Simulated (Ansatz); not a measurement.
# H10C20Cl: the cost of one run

Method: DFT PBE, plane waves, PAW, scalar-relativistic, collinear spin, in Ansatz 0.2.0.

### Step 1. Starting point

The cell holds 31 atoms (C20H10Cl): a = 5.049 Å, b = 5.049 Å, c = 17.836 Å, α = 90.00°, β = 90.00°, γ = 90.00°.

The coordinates stand in the first input below.

### Step 2. End point A

input.yaml reads:

```yaml
crystal:
  lattice:
    - [5.048742, 0.0, 0.0]
    - [0.0, 5.048742, 0.0]
    - [0.0, 0.0, 17.835561]
  atoms:
    - { symbol: H, position: [0.4277868, 0.0, 0.0560678] }
    - { symbol: H, position: [0.0722132, 0.0, 0.0560678] }
    - { symbol: H, position: [0.9277868, 0.0, 0.0560678] }
    - { symbol: H, position: [0.5722132, 0.0, 0.0560678] }
    - { symbol: H, position: [0.4277868, 0.5, 0.0560678] }
    - { symbol: H, position: [0.0722132, 0.5, 0.0560678] }
    - { symbol: H, position: [0.9277868, 0.5, 0.0560678] }
    - { symbol: H, position: [0.5722132, 0.5, 0.0560678] }
    - { symbol: C, position: [0.25, 0.0, 0.091654] }
    - { symbol: C, position: [0.75, 0.0, 0.091654] }
    - { symbol: C, position: [0.25, 0.5, 0.091654] }
    - { symbol: C, position: [0.75, 0.5, 0.091654] }
    - { symbol: C, position: [0.25, 0.25, 0.1416945] }
    - { symbol: C, position: [0.75, 0.25, 0.1416945] }
    - { symbol: C, position: [0.25, 0.75, 0.1416945] }
    - { symbol: C, position: [0.75, 0.75, 0.1416945] }
    - { symbol: C, position: [0.0, 0.25, 0.1917349] }
    - { symbol: C, position: [0.5, 0.25, 0.1917349] }
    - { symbol: C, position: [0.0, 0.75, 0.1917349] }
    - { symbol: C, position: [0.5, 0.75, 0.1917349] }
    - { symbol: C, position: [0.0, 0.0, 0.2417754] }
    - { symbol: C, position: [0.5, 0.0, 0.2417754] }
    - { symbol: C, position: [0.0, 0.5, 0.2417754] }
    - { symbol: C, position: [0.5, 0.5, 0.2417754] }
    - { symbol: C, position: [0.25, 0.0969069, 0.2895732] }
    - { symbol: C, position: [0.75, 0.0969069, 0.2895732] }
    - { symbol: C, position: [0.25, 0.4030931, 0.2693888] }
    - { symbol: C, position: [0.75, 0.4030931, 0.2693888] }
    - { symbol: H, position: [0.25, 0.4791182, 0.3271868] }
    - { symbol: H, position: [0.75, 0.4791182, 0.3271868] }
    - { symbol: Cl, position: [0.5926907, 0.4242129, 0.3871793], spin: 1.0 }
magnetization:
  spin_polarized: true
basis:
  ecutwfc: 420.0
kpoints:
  mp_grid: { grid: [2, 2, 1] }
hamiltonian:
  xc: pbe
  pseudopotentials: { kind: paw, azcp: { folder: soft_1 } }
scf:
  occupations: { method: gaussian, width: 0.05 }
  lower_state_search: "off"
relax:
  f_tol: 0.03
  max_steps: 60
  adjacent_minimum: "off"
  constraints: [{ sites: [0, 1, 2, 3, 4, 5, 6, 7, 8, 9, 10, 11, 12, 13, 14, 15] }]
output:
  write_density: true
  write_potential: true
  elf: true
  volumetric_format: npy
```

Started as:

```sh
ansatz run input.yaml --threads 2 --pin off --max-ram 5120MiB --backend cpu --events-out ev --progress --plain --runs-dir out
```

Q: Estimate wall time and peak memory on 2 threads of Arm Neoverse V2, shared host.

About 4 min, with a peak of 0.89 GiB.
